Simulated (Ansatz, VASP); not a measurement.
# Cross-check of AsP (honeycomb PAs monolayer) between VASP and Ansatz

Wanted: the spread between two codes on one cell, functional and k mesh. The structure shown is the end of the Ansatz relaxation below.

Main program and level: Ansatz 0.2.0; plane waves, with VASP 6.6.1 beside it; single point at PBE with D3(BJ).

## (1) The starting structure

The cell holds 2 atoms: 1 As and 1 P. Cell: a = 3.423 Å, b = 3.423 Å, c = 33.620 Å, α = 90.0°, β = 90.0°, γ = 120.0°. Vacuum lies along c.

## (2) Ansatz: relaxation, PBE with D3(BJ)

Ansatz runs on its default PAW (the set named soft_2) files.

This run makes the geometry at which the two programs are then compared.

The input, input.yaml:

```yaml
crystal:
  lattice:
    - [3.44, 0.0, 0.0]
    - [-1.72, 2.979127389, 0.0]
    - [0.0, 0.0, 33.6200000006]
  atoms:
    - { symbol: As, position: [0.6666666667, 0.3333333333, 0.4803688281] }
    - { symbol: P, position: [0.3333333333, 0.6666666667, 0.5196311719] }
  periodic: [true, true, false]
kpoints:
  mp_grid: { grid: [12, 12, 1] }
hamiltonian:
  xc: pbe
  dispersion: d3bj
scf:
  occupations: { method: fermi_dirac, width: 0.05 }
  convergence: { dr2_threshold: 1.0e-09 }
relax:
  f_tol: 0.004
  max_steps: 90
  cell: {}
output:
  write_potential: true
  write_density: true
  volumetric_format: npy
```

The run is started by

```sh
$ ansatz run input.yaml --threads 2 --pin off --max-ram 3072MiB --backend cpu --events-out ev --progress --plain --runs-dir out
```

Numbers of over 12 decimals in the logs are rounded to 6 here.

The program printed:

```text
Warning: relax.cell: scf.convergence.dr2_threshold = 1e-9 eV is looser than the 1.56076365083e-10 eV advised for a relaxation that steers and ends on the stress (1e-10 eV for each atom of the cell: 2, times the square of relax.cell.stress_2d_tol = 0.05 N/m over 11.3 Å (the atoms' height at the walk's start and 5 Å past either face), 4.417e-2 GPa, over a crystal's default 0.05). What an SCF threshold leaves in a stress goes as its square root, and in the free energy as the threshold itself, and one threshold admits the most on a small cell: [figures from the program's tests cut] Set scf.convergence.dr2_threshold to 1.56076365083e-10 eV or tighter. [rest of the remark cut]
Engine: ansatz 0.2.0, aarch64-unknown-linux-gnu
Pseudopotentials: kind: paw
Pseudopotential: As, paw, valence charge 15, recommended cutoff 420 eV (normal), As.paw.azcp
Pseudopotential: P, paw, valence charge 5, recommended cutoff 420 eV (normal), P.paw.azcp
Functional definition: PBE
  parameter kappa = 0.804
  parameter beta = 0.066725
  exchange = pbe_x(kappa = kappa, mu = beta*pi^2/3)
  correlation = pbe_c(beta = beta)
Crystal: 2 atoms, lattice volume = 344.544 Å³
Basis set: ecut = 420 eV, 6689 PW (Γ), exchange–correlation on 48×48×450 points (8 copies of the dense FFT grid, shifted against one another)
Bands: 14, of which v1, the nominal top of the filled ones, is band 10 counted from 1 (9 counted from 0)
Symmetry: 6 space group operations
Space group: P3m1 (ITA 156), of the structure as read, at distance tolerance 7.0e-5 Å
k-points: 19 of 144 (time reversal used)
Non-local potential: As, projectors of the file, l = 0: 2, l = 1: 2, l = 2: 3, l = 3: 1
Non-local potential: P, projectors of the file, l = 0: 2, l = 1: 2, l = 2: 2
PAW form: soft (Blöchl's): semilocal exchange-correlation on the pseudo side does not see the compensation charge
PAW one-centre angular grid: As, 590 points (default); XC on 64 Gauss nodes
PAW one-centre angular grid: P, 110 points (default); XC on 64 Gauss nodes
Initial density: superposition of atomic densities (neutral atoms: chi_scale 0, normalization atom), corrected by the library's trained network
Initial wavefunctions: pseudopotential atomic-orbital guess
Functional: x = pbe(κ = 0.804, μ = 0.219515), c = pbe(β = 0.066725)
SCF iter   1: F=—  HF=-5612.129961 eV  |F-HF|=—  |Δ(HF+E_count)|=         —  Δρ=1.07e-3  dr2=3.37e-2  ethr=1.77e-3  ⟨swp⟩=11.4  Hψ=2447  notcnv=0
preconditioner: auto → Resta (q_TF=auto, 1.698 Å⁻¹)  ε∞=1.4  [insulator: Δε(μ)=1.827 eV  Ē_g=9.723 eV  σ=0.050 eV  W_gap=1.00  n_scr=18 (ndim 8)  ℏωp=6.3 eV  f_vac=0.829  D(μ)=0.00/eV (n_scr^D=0)  ε∞_Penn≈1.4  vacuum switching on, ρ_ref=6.9e-3 e/Å³]
SCF iter   2: F=—  HF=-5612.142279 eV  |F-HF|=—  |Δ(HF+E_count)|=   1.23e-2  Δρ=1.94e-3  dr2=1.11e-1  ethr=1.68e-4  ⟨swp⟩=4.5  Hψ=709  notcnv=0
SCF iter   3: F=—  HF=-5612.128873 eV  |F-HF|=—  |Δ(HF+E_count)|=   1.34e-2  Δρ=3.32e-4  dr2=6.86e-4  ethr=1.68e-4  ⟨swp⟩=3.6  Hψ=450  notcnv=0
SCF iter   4: F=—  HF=-5612.129440 eV  |F-HF|=—  |Δ(HF+E_count)|=   5.68e-4  Δρ=1.07e-4  dr2=1.04e-4  ethr=3.43e-6  ⟨swp⟩=3.7  Hψ=645  notcnv=0
SCF iter   5: F=—  HF=-5612.129455 eV  |F-HF|=—  |Δ(HF+E_count)|=   1.45e-5  Δρ=4.37e-5  dr2=5.31e-6  ethr=5.22e-7  ⟨swp⟩=2.9  Hψ=516  notcnv=0
SCF iter   6: F=—  HF=-5612.129465 eV  |F-HF|=—  |Δ(HF+E_count)|=   1.02e-5  Δρ=9.84e-6  dr2=1.83e-6  ethr=2.66e-8  ⟨swp⟩=2.9  Hψ=449  notcnv=0
SCF iter   7: F=—  HF=-5612.129438 eV  |F-HF|=—  |Δ(HF+E_count)|=   2.67e-5  Δρ=1.11e-6  dr2=1.49e-8  ethr=9.17e-9  ⟨swp⟩=1.9  Hψ=356  notcnv=0
SCF iter   8: F=-5612.129438 eV  HF=-5612.129438 eV  |F-HF|=1.67e-9  |Δ(HF+E_count)|=   1.13e-8  Δρ=3.53e-7  dr2=3.60e-10  ethr=5.00e-12  ⟨swp⟩=9.8  Hψ=2079  notcnv=0
SCF 1 converged in 8 iterations: F = -5612.129438 eV  dr2 = 3.60e-10
  Residual-converged pass: ⟨swp⟩=1.1  Hψ=348  notcnv=0  max |occ|·‖R‖ = 7.0e-9 eV (tolerance 1.0e-8 eV)  dr2=3.60e-10  dr2_onsite=8.11e-11  max |Δocc| = 6.8e-21
  greatest PAW one-centre occupation: 0.999 electrons in one spin orbital (limit 2), on the As atom at site 0 (counted from 0), in its partial waves of l = 2
relax step   1: F+E_penalty+E_count = -5612.12943823 eV  Δ(F+E_penalty+E_count) = +0.000e0 eV  max|allowed force component| = 2.271e-3 eV/Å  Δτ_max = 0.0000 Å  P = -0.362 N/m  Ω = 344.544 Å³  fix = [c, alpha, beta]  reactions: c -0.000 N/m  (8 SCF iters, accepted)
[...]
relax step   2: F+E_penalty+E_count = -5612.13036533 eV  Δ(F+E_penalty+E_count) = -9.271e-4 eV  max|allowed force component| = 7.382e-2 eV/Å  Δτ_max = 0.0042 Å  P = -0.142 N/m  Ω = 342.015 Å³  energy of the carried Pulay correction = +4.010e-5 eV  fix = [c, alpha, beta]  reactions: c -0.000 N/m  (7 SCF iters, accepted)
[...]
relax step   3: F+E_penalty+E_count = -5612.12901820 eV  Δ(F+E_penalty+E_count) = +1.347e-3 eV  max|allowed force component| = 1.923e-1 eV/Å  Δτ_max = 0.0073 Å  P = +0.353 N/m  Ω = 339.198 Å³  energy of the carried Pulay correction = +8.510e-5 eV  fix = [c, alpha, beta]  (7 SCF iters, rejected (line search))
[...]
relax step   4: F+E_penalty+E_count = -5612.13064072 eV  Δ(F+E_penalty+E_count) = -2.754e-4 eV  max|allowed force component| = 1.147e-3 eV/Å  Δτ_max = 0.0020 Å  P = -0.003 N/m  Ω = 341.188 Å³  energy of the carried Pulay correction = +5.328e-5 eV  fix = [c, alpha, beta]  reactions: c -0.000 N/m  (7 SCF iters, accepted)
[...]
relax step   5: F+E_penalty+E_count = -5612.13059402 eV  Δ(F+E_penalty+E_count) = +4.669e-5 eV  max|allowed force component| = 1.122e-3 eV/Å  Δτ_max = 0.0000 Å  P = -0.004 N/m  Ω = 341.188 Å³  fix = [c, alpha, beta]  reactions: c -0.000 N/m  stress off target by 3.87e-3 N/m on what of the cell is left free  SCF on the basis re-selected at this cell (its energy is not comparable with the rows above)  (5 SCF iters)
basis re-selected at this cell: Δ(F+E_penalty+E_count) = +4.669e-5 eV, ΔP = -0.001 N/m vs the last step (what re-selecting the basis moved, of the pressure what is left beyond the Pulay correction that the steps carried, after the strain that the cell walked since its last selection, with what the two solves' SCF thresholds leave and, on support functions, any second-order correction that the steps lacked; it is no m [...]
SCF converged after 5 iterations
Free energy (F): -5612.130594 eV
Harris-Foulkes:  -5612.130594 eV  (|F-HF|=3.48e-10)
Internal energy: -5612.130594 eV  (E = F + TS)
E sigma→0 (E₀):  -5612.130594 eV
Fermi energy:    -4.845968 eV
--- Per-component energies (eV) ---
  E_band       = -516.866716
  E_kinetic    = 171.152425
  E_local      = -28736.899288  (includes V_loc(G=0)·N_el)
  E_nonlocal   = -636.382884
  E_hartree    = 14299.361746
  E_xc         = -139.653736
  E_vxc        = -138.492350  (∫ρ·V_xc dr)
  E_paw        = -2404.194938  (= ΣΔE_a)
  E_vpaw       = 225.032283  (= ΣTr[D̂ρ^β])
  E_aug_tail   = 0.000011  (compensation charges beyond the density's cutoff)
  E_ewald      = 11834.908739
  E_disp       = -0.422670  (pairwise vdW)
  E_smearing   = -0.000000  (= −TS)
  E_closure    = 0.000000  (closes the sum)
  Σ components = -5612.130594   (vs F -5612.130594, Δ=0.00e0)
--- Forces (eV/Å), atoms counted from 1 ---
  atom   1  As     0.00000000     0.00000000     0.00112053
  atom   2  P      0.00000000    -0.00000000    -0.00112351
  max |Σ_I F_I| component: 2.98e-6 eV/Å
--- 2D stress c σ (N/m, compression-positive) ---
       -0.003866      -0.000000      -0.000000
       -0.000000      -0.003866      -0.000000
       -0.000000      -0.000000      -0.000000
  P = ½ c Tr σ = -0.0039 N/m
--- Band table (eV; the first three rows and the last of 19) ---
  k-point 0: bands = [... 6 lower, -12.4920, -6.2724, -5.7028, -5.7028, -2.8483, -1.9271, -1.9271, -0.7516]
  k-point 1: bands = [... 6 lower, -12.4459, -6.6019, -6.2152, -5.9327, -2.5017, -1.7801, -1.6717, -0.5968]
  k-point 2: bands = [... 6 lower, -12.3588, -8.0853, -6.4363, -6.0775, -3.0901, -1.1716, -0.9047, -0.1720]
  k-point 18: bands = [... 6 lower, -15.1905, -10.5663, -7.6656, -7.5983, -3.6713, -0.7539, -0.6194, 2.5878]
  the weakly bound empty levels are not read free of the cell's end (no_gap_told)
--- Relaxed structure (4 steps of the walk, 3 accepted, 1 SCFs on fresh bases) ---
  F+E_penalty+E_count = -5612.13059402 eV   max|allowed force component| = 1.122e-3 eV/Å   (the final SCF, on the basis selected at the relaxed cell)
  cell:  # Å, volume = 341.1876 Å³
    - [3.423201, 0.0, 0]
    - [-1.711601, 2.964579, 0]
    - [0, 0, 33.6200000006]
  atoms:
    - { symbol: As, position: [0.666667, 0.333333, 0.480304] }
    - { symbol: P, position: [0.333333, 0.666667, 0.519696] }
```

Reading the cycles: dr2 is the Hartree energy of the density residual (eV), the measure of convergence; HF is the Harris–Foulkes estimate of the energy, which meets the free energy F at convergence.

## (3) VASP: single point, PBE with D3(BJ)

The same cell, functional, mesh and smearing now go to VASP, with its own data sets.

Lines of VASP's logs that name or quote its potential files are left out, and so is its time.

The input, INCAR:

```
SYSTEM = AsP
PREC = Accurate
ENCUT = 400
EDIFF = 1E-06
NELM = 120
ISMEAR = -1
SIGMA = 0.05
LREAL = .FALSE.
ALGO = Normal
GGA = PE
IVDW = 12
NBANDS = 11
LORBIT = 11
LWAVE = .FALSE.
LCHARG = .FALSE.
ISIF = 2
LDIPOL = .TRUE.
IDIPOL = 3
DIPOL = 0.5 0.5 0.5
LVHAR = .TRUE.
LASPH = .TRUE.
GGA_COMPAT = .FALSE.
EFERMI = MIDGAP
NELMDL = -8
```

The input, POSCAR:

```
AsP
1.0
    3.4232013092      0.0000000000      0.0000000000
   -1.7116006546      2.9645792960      0.0000000000
    0.0000000000      0.0000000000     33.6200000006
As P
1 1
Direct
    0.6666666667      0.3333333333      0.4803035653
    0.3333333333      0.6666666667      0.5196964347
```

The input, KPOINTS:

```
Automatic mesh
0
Gamma
12 12 1
0 0 0
```

PAW data sets: As and P (PBE family, release 64).

The run is started by

```sh
$ mpirun -np 1 vasp_std
```

The program printed:

```text
[banner, memory and clock lines left out]
running    1 mpi-ranks, on    1 nodes
 distrk:  each k-point on    1 cores,    1 groups
 distr:  one band on    1 cores,    1 groups

 POSCAR found type information on POSCAR AsP
 POSCAR found :  2 types and       2 ions
 LDA part: xc-table for (Slater+PW92), standard interpolation
 POSCAR, INCAR and KPOINTS ok, starting setup
 FFT: planning ... GRIDC
 FFT: planning ... GRID_SOFT
 FFT: planning ... GRID
 WAVECAR not read
 entering main loop
       N       E                     dE             d eps       ncg     rms          rms(c)
DAV:   1     0.637179836637E+02    0.63718E+02   -0.24574E+03   418   0.468E+02
DAV:   2    -0.346104530172E+01   -0.67179E+02   -0.58088E+02   679   0.853E+01
DAV:   3    -0.995128075853E+01   -0.64902E+01   -0.64815E+01   626   0.385E+01
DAV:   4    -0.100428545214E+02   -0.91574E-01   -0.91534E-01   647   0.532E+00
DAV:   5    -0.100432652776E+02   -0.41076E-03   -0.41072E-03   615   0.382E-01
DAV:   6    -0.100432705616E+02   -0.52841E-05   -0.52841E-05   617   0.425E-02
DAV:   7    -0.100432706139E+02   -0.52293E-07   -0.52297E-07   655   0.382E-03
DAV:   8    -0.100432706144E+02   -0.49204E-09   -0.61472E-09   593   0.393E-04    0.493E+00
DAV:   9    -0.996036705237E+01    0.82904E-01   -0.31806E-01   505   0.213E+00    0.293E+00
DAV:  10    -0.993769756100E+01    0.22669E-01   -0.12717E-01   499   0.182E+00    0.449E-01
DAV:  11    -0.993603957303E+01    0.16580E-02   -0.22077E-02   514   0.744E-01    0.168E-01
DAV:  12    -0.993590754391E+01    0.13203E-03   -0.17020E-03   639   0.231E-01    0.786E-02
DAV:  13    -0.993587056154E+01    0.36982E-04   -0.47127E-04   592   0.104E-01    0.271E-02
DAV:  14    -0.993586999767E+01    0.56387E-06   -0.58134E-05   595   0.346E-02    0.132E-02
DAV:  15    -0.993589139833E+01   -0.21401E-04   -0.32492E-05   573   0.254E-02    0.608E-03
DAV:  16    -0.993593225952E+01   -0.40861E-04   -0.12944E-05   576   0.144E-02    0.502E-03
DAV:  17    -0.993603434650E+01   -0.10209E-03   -0.18595E-05   539   0.142E-02    0.388E-03
DAV:  18    -0.993605029936E+01   -0.15953E-04   -0.13108E-06   630   0.428E-03    0.183E-03
DAV:  19    -0.993608113354E+01   -0.30834E-04   -0.99922E-07   553   0.354E-03    0.114E-03
DAV:  20    -0.993609755306E+01   -0.16420E-04   -0.19849E-07   564   0.138E-03    0.515E-04
DAV:  21    -0.993611006866E+01   -0.12516E-04   -0.46805E-07   559   0.148E-03    0.471E-04
DAV:  22    -0.993611281180E+01   -0.27431E-05   -0.34209E-08   532   0.468E-04    0.124E-04
DAV:  23    -0.993611469327E+01   -0.18815E-05   -0.39480E-08   418   0.414E-04    0.199E-04
DAV:  24    -0.993611520672E+01   -0.51345E-06   -0.79819E-09   432   0.203E-04
   1 F= -.10358828E+02 E0= -.10358828E+02  d E =-.198759E-08
```

From OUTCAR (step 3):

```text
ion  position               nearest neighbor table
   1  0.667  0.333  0.480-   2 2.38   2 2.38   2 2.38
   2  0.333  0.667  0.520-   1 2.38   1 2.38   1 2.38

  LATTYP: Found a hexagonal cell.
 ALAT       =     3.4232013092
 C/A-ratio  =     9.8212161553

 Subroutine GETGRP returns: Found  6 space group operations
 (whereof  6 operations were pure point group operations)

The static configuration has the point symmetry C_3v.

 Found     19 irreducible k-points:

   k-points           NKPTS =     19   k-points in BZ     NKDIM =     19   number of bands    NBANDS=     11

   dimension x,y,z NGX =    24 NGY =   24 NGZ =  224
   dimension x,y,z NGXF=    48 NGYF=   48 NGZF=  448

   ENCUT  =  400.0 eV  29.40 Ry    5.42 a.u.   5.58  5.58 54.83*2*pi/ulx,y,z

   NELECT =      10.0000    total number of electrons

 k-points in reciprocal lattice and weights: Automatic mesh
   0.00000000  0.00000000  0.00000000       0.007
   0.08333333 -0.00000000  0.00000000       0.042
   0.16666667 -0.00000000  0.00000000       0.042
   0.25000000  0.00000000  0.00000000       0.042
   0.33333333 -0.00000000  0.00000000       0.042
   0.41666667  0.00000000  0.00000000       0.042
   0.50000000  0.00000000  0.00000000       0.021
   0.08333333  0.08333333  0.00000000       0.042
   0.16666667  0.08333333  0.00000000       0.083
[...]
0.33333333  0.25000000  0.00000000       0.083
   0.33333333  0.33333333  0.00000000       0.014

 dipolmoment           0.000000      0.000000      0.026676 electrons x Angstroem

 average (electrostatic) potential at core
       1 -58.6484       2 -92.5803

 E-fermi :  -3.5888

 k-point     1 :       0.0000    0.0000    0.0000
  band No.  band energies     occupation
      1     -18.3103      2.00000
      2     -11.2332      2.00000
      3      -5.0166      2.00000
      4      -4.4478      2.00000
      5      -4.4478      2.00000
      6      -1.5849      0.00000
      7      -0.6676      0.00000
      8      -0.6676      0.00000
      9       0.5183      0.00000
     10       1.0526      0.00000
    ...

 k-point     2 :       0.0833   -0.0000    0.0000
  band No.  band energies     occupation
      1     -18.2069      2.00000
      2     -11.1869      2.00000
      3      -5.3468      2.00000
      4      -4.9595      2.00000
      5      -4.6780      2.00000
      6      -1.2424      0.00000
      7      -0.5162      0.00000
      8      -0.4115      0.00000
      9       0.6728      0.00000
     10       1.1697      0.00000
    ...

 k-point     3 :       0.1667   -0.0000    0.0000
  band No.  band energies     occupation
      1     -17.8991      2.00000
      2     -11.0992      2.00000
      3      -6.8316      2.00000
      4      -5.1820      2.00000
      5      -4.8219      2.00000
      6      -1.8316      0.00000
      7       0.0903      0.00000
      8       0.3614      0.00000
      9       1.0943      0.00000
     10       1.5246      0.00000
    ...

 Edisp (eV)   -0.42271

  Total       0.02480     0.02480     0.03532     0.00000     0.00000     0.00000
  in kB       0.11647     0.11647     0.16587     0.00000     0.00000     0.00000
  external pressure =        0.13 kB  Pullay stress =        0.00 kB

  energy-cutoff  :      400.00
  volume of cell :      341.19
      direct lattice vectors                 reciprocal lattice vectors
     3.423201309  0.000000000  0.000000000     0.292124216  0.168657995  0.000000000
    -1.711600655  2.964579296  0.000000000     0.000000000  0.337315990  0.000000000
     0.000000000  0.000000000 33.620000001     0.000000000  0.000000000  0.029744200

 POSITION                                       TOTAL-FORCE (eV/Angst)
 -----------------------------------------------------------------------------------
      1.71160      0.98819     16.14781        -0.000000     -0.000000     -0.030167
     -0.00000      1.97639     17.47219         0.000000      0.000000      0.030167
 -----------------------------------------------------------------------------------
    total drift:                               -0.000000     -0.000000      0.000385

  FREE ENERGIE OF THE ION-ELECTRON SYSTEM (eV)
  ---------------------------------------------------
  free  energy   TOTEN  =       -10.3588279134 eV

  energy  without entropy=      -10.3588279114  energy(sigma->0) =      -10.35882791

 vacuum level on the upper side and lower side of the slab         1.492         1.017

 total charge
# of ion       s       p       d       tot
------------------------------------------
    1        1.285   1.400   0.057   2.742
    2        1.109   1.332   0.000   2.441
--------------------------------------------------
tot          2.394   2.732   0.057   5.183

[... 3 further parts left out ...]
```

## (4) Comparison

Known differences besides the potentials themselves: Ansatz cuts the interaction across the vacuum, VASP repeats the sheet with a dipole correction; the data sets hold 20 valence electrons in Ansatz (on its default PAW (the set named soft_2) files) and 10 in VASP; the cutoff is 420 eV in Ansatz and 400 eV in VASP. Total energies have different zeros and are not compared.

Both answers:

```csv
quantity,Ansatz,VASP,difference
gap on the k mesh (eV),1.768,1.771,-0.003
```

At this near-relaxed geometry the largest component of a force difference is 31 meV/Å. A gap on the mesh is an upper bound, since the band edges may lie between its points. With vacuum in the cell, a pressure given here is an average over mostly empty space and none of the material.

## (5) Outcome

```yaml
r_m_s_force_difference_single_point_pbe_with_d3_bj: 18 meV/Å
```

What this shows: The r.m.s. force difference is 18 meV/Å (single point, PBE with D3(BJ)), beyond the 12 meV/Å picked in this series as the mark of a large difference. The data sets hold unlike numbers of valence electrons (20 in Ansatz and 10 in VASP), so part of the differences comes from the potentials. What causes the difference of the single point, PBE with D3(BJ) pair stays open here. Such differences can come from data sets, numerical settings and the points named under the comparisons, not from the functional's error against experiment.

[Lines on the potential files, build, host, timing and source positions are cut from VASP's logs without a mark.]

[Logs are printed without paths, hosts, clocks, repeated set-up lines and the standing remarks that a program may print on its own settings, such as how far it seeks lower states.]

[Hosts, paths, dates, database ids (printed as entryN), source tags and the programs' standing remarks are cut or masked in the printed files.]
